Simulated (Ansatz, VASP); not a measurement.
# AlN in VASP and in Ansatz

Contents of INCAR:

```
  PREC = Accurate
  ENCUT = 520
  EDIFF = 1E-7
  ISMEAR = -1
  SIGMA = 0.1
  LREAL = False
  LASPH = True
  NELM = 60
  ALGO = Normal
  ISIF = 2
  LWAVE = False
  LCHARG = False
  GGA = CA
  NBANDS = 11
```

KPOINTS

```
Automatic mesh
0
Gamma
  15 15 15
```

Contents of POSCAR:

```
AlN
1.0
    0.0000000000      1.6431233689      1.6431233689
    1.6431233689      0.0000000000      1.6431233689
    1.6431233689      1.6431233689      0.0000000000
Al N
1 1
Direct
    0.0000000000      0.0000000000      0.0000000000
    0.5000000000      0.5000000000      0.5000000000
```

Input for Ansatz:

```yaml
crystal:
  lattice:
    - [0.0, 1.6431233689, 1.6431233689]
    - [1.6431233689, 0.0, 1.6431233689]
    - [1.6431233689, 1.6431233689, 0.0]
  atoms:
    - { symbol: Al, position: [0.0, 0.0, 0.0] }
    - { symbol: "N", position: [0.5, 0.5, 0.5] }
kpoints:
  mp_grid: { grid: [15, 15, 15] }
scf:
  occupations: { method: fermi_dirac, width: 0.1 }
hamiltonian:
  xc: lda
  pseudopotentials: { kind: paw }
output:
  forces: true
  stress: true
  eigenvalues: true
  write_density: true
  write_potential: true
  elf: true
  volumetric_format: npy
basis:
  ecutwfc: 1000
```

Change from the starting cell: volume scaled by 0.55, PAW files, ecut 1000.

Alike in both runs: task single point; functional LDA; k mesh 15 × 15 × 15; occupations fermi-dirac, width 0.1 eV; no spin polarisation.

|  | VASP | Ansatz |
| --- | --- | --- |
| version | VASP 6.6.1 | Ansatz 0.2.0 |
| potentials or method | VASP PAW LDA potentials, release 64 (Al, N) | PAW with Ansatz's default frozen-core files, scalar-relativistic |
| plane-wave cutoff (eV) | 520 | 1000 |
| valence electrons in the cell | 8 | 8 |

Ansatz gave:

* pressure (GPa): 514.0

Task: Estimate VASP's values.

Result: Pressure (GPa): 534.0.

Caveats: the cell as given lies far from equilibrium; so large a pressure means that the cell lies far from this level's equilibrium, or that cutoff or potentials fall short (VASP); an odd mesh through Γ misses points on the zone boundary, where band edges often lie.
